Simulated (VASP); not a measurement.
Input:

```yaml
crystal:
  lattice:
    - [2.65824, 0.00000, 0.00000]
    - [0.00000, 2.65824, 0.00000]
    - [0.00000, 0.00000, 3.65404]
  atoms:
    - { symbol: Co, position: [0.00000, 0.00000, 0.00000] }
    - { symbol: Pt, position: [0.50000, 0.50000, 0.50000] }
```

These are PBEsol GGA with spin-orbit coupling, VASP's PBE PAW potentials (set 64) (plane waves; VASP) values and carry that method's errors. Numerical set-up: 400 eV cut-off, 12×12×9 Γ-centred mesh, Gaussian smearing of 0.050 eV, potentials Co Pt. Starting moments (MAGMOM): 0 0 1.8 0 0 0.4.

**Question.** Predict the energy per atom (σ→0), band gap (over mesh and band path) with the smallest direct gap where there is one.

**Answer.** 
```json
{
 "band gap (over mesh and band path)": "none (metal, semimetal or under 0.01 eV)",
 "energy per atom (σ→0)": "-7.614 eV/atom"
}
```

Only differences to runs with the same potentials and settings are physical.

The compound is CoPt in the L1_0 structure. It was relaxed first.
